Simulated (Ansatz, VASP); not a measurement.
This is a calculation of PbO2 for Ansatz 0.2.0.

input.yaml

```yaml
crystal:
  lattice:
    - [0.0, 2.6468338291, 2.6468338291]
    - [2.6468338291, 0.0, 2.6468338291]
    - [2.6468338291, 2.6468338291, 0.0]
  atoms:
    - { symbol: Pb, position: [0.0, 0.0, 0.0] }
    - { symbol: O, position: [0.75, 0.75, 0.75] }
    - { symbol: O, position: [0.25, 0.25, 0.25] }
hamiltonian:
  xc: lda
  pseudopotentials: { kind: paw }
kpoints:
  mp_grid: { grid: [9, 9, 9] }
scf:
  occupations: { method: fermi_dirac, width: 0.05 }
output:
  forces: true
  stress: true
  eigenvalues: true
```

Potentials or basis: Ansatz PAW.

Run with:

```sh
$ ansatz run input.yaml --threads 2 --pin off --max-ram 5632MiB --backend cpu --events-out ev --progress --plain --runs-dir out
```

Translate it to VASP 6.6.1. Potentials there: VASP PAW LDA potentials, release 64 (Pb_d, O).

As run (the cutoff follows the program's own potentials):

INCAR

```
SYSTEM = PbO2
PREC = Accurate ; ENCUT = 520
EDIFF = 1E-6 ; ISMEAR = -1
SIGMA = 0.05 ; LREAL = .False.
LASPH = .True. ; NELM = 100
ALGO = Normal ; ISIF = 2
LWAVE = .False. ; LCHARG = .False.
GGA = CA ; NBANDS = 20
```

The input KPOINTS:

```
regular mesh
0
Gamma
  9 9 9
  0 0 0
```

POSCAR

```
PbO2
1.0
    0.0000000000      2.6468338291      2.6468338291
    2.6468338291      0.0000000000      2.6468338291
    2.6468338291      2.6468338291      0.0000000000
Pb O
1 2
Direct
    0.0000000000      0.0000000000      0.0000000000
    0.7500000000      0.7500000000      0.7500000000
    0.2500000000      0.2500000000      0.2500000000
```

Potentials or basis: VASP PAW LDA potentials, release 64 (Pb_d, O).

The run is started by

```bash
$ cat potpaw_LDA.64/Pb_d/POTCAR potpaw_LDA.64/O/POTCAR > POTCAR
$ mpirun -np 1 vasp_std > vasp.out
```

Both were run:

|  | VASP | Ansatz | Ansatz less VASP |
| --- | --- | --- | --- |
| gap on the k mesh at the Fermi level (eV) | none | none | - |
| pressure (GPa) | -1.0 | -1.4 | -0.41 |

A gap of «none» marks a metal or a gap that the smearing closes.

Caveats: the pressure holds a Pulay correction of +0.9 GPa for the finite cutoff (Ansatz); the PAW data sets come from PBE, with cores solved anew for the run's functional, which leaves a small shift of forces and pressure (Ansatz). Spin-orbit coupling is left out, which matters for the levels of Pb.
